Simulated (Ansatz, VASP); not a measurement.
**As in VASP and in Ansatz**

```
As
1.0
     2.82977    0.00000    0.00000
     0.00000    2.82977    0.00000
     0.00000    0.00000    2.82977
As
1
Direct
  0.00000 0.00000 0.00000
```

The cell was built by a generator and needn't be a form met in nature.

Alike in both runs: task single point; functional r2SCAN; k mesh 12 × 12 × 12; no spin polarisation.

|  | VASP | Ansatz |
| --- | --- | --- |
| version | VASP 6.6.1 | Ansatz 0.2.0 |
| potentials or method | VASP PAW PBE potentials, release 64 (As) | PAW plane waves |
| plane-wave cutoff (eV) | 520 | 500 |
| occupations | fermi-dirac, width 0.1 eV | fermi-dirac |
| valence electrons in the cell | 5 | 15 |

|  | VASP | Ansatz | Ansatz less VASP |
| --- | --- | --- | --- |
| pressure (GPa) | -8.3 | -8.2 | +0.07 |

The two sets of potentials don't hold the same shells in valence.

Caveats: the PAW data sets were made with another functional, which shifts forces and pressure a little (VASP).
